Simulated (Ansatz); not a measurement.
**From the elastic tensor of NaCl to moduli and sound speeds**

All numbers below come from DFT PBE, scalar-relativistic, plane waves, PAW (Ansatz). Plane waves to 420 eV; Γ-centred k mesh 4×4×4; fixed occupations. No spin polarisation.

Space group I-43m (No. 217), cubic, a = 8.525 Å. Na has 4 Cl at 2.65–2.74 Å; around Cl lie 4 Na at 2.65–2.74 Å.

It was reached by relaxing an invented guess, and it needn't be the stable form of this composition.

Relaxed-ion constants (GPa, on the Cartesian axes of the calculation):
C11 = 13.5, C12 = 12.1, C13 = 12.1, C22 = 13.5, C23 = 12.1, C33 = 13.5, C44 = 5.1, C55 = 5.1, C66 = 5.1 GPa; the others vanish.

Density 1.253 g/cm³; 8 atoms in 309.75 Å³.

With S = C⁻¹: B_V = (C11+C22+C33+2(C12+C13+C23))/9, G_V = (C11+C22+C33−C12−C13−C23+3(C44+C55+C66))/15, 1/B_R = S11+S22+S33+2(S12+S13+S23), 15/G_R = 4(S11+S22+S33−S12−S13−S23)+3(S44+S55+S66); Hill is their mean. Then v_l = √((B+4G/3)/ρ), v_t = √(G/ρ), v_m = [(2/v_t³+1/v_l³)/3]^(−1/3) and Θ = (ħ/k_B)·v_m·(6π²n/V)^(1/3) for n atoms in the volume V; E = 9BG/(3B+G), ν = (3B−2G)/(2(3B+G)) and A^U = 5G_V/G_R + B_V/B_R − 6.

| Property | Result |
| --- | --- |
| Bulk modulus, Voigt / Reuss / Hill | 12.5 / 12.5 / 12.5 GPa |
| Shear modulus, Voigt / Reuss / Hill | 3.4 / 1.5 / 2.4 GPa |
| Young's modulus | 7 GPa |
| Poisson ratio | 0.409 |
| Pugh ratio B/G | 5.18 (over 1.75, the rule of thumb for ductile) |
| Universal anisotropy index | 6.27 |
| Longitudinal and transverse sound speeds | 3546 and 1390 m/s |
| Debye temperature from the mean sound speed | 139 K |
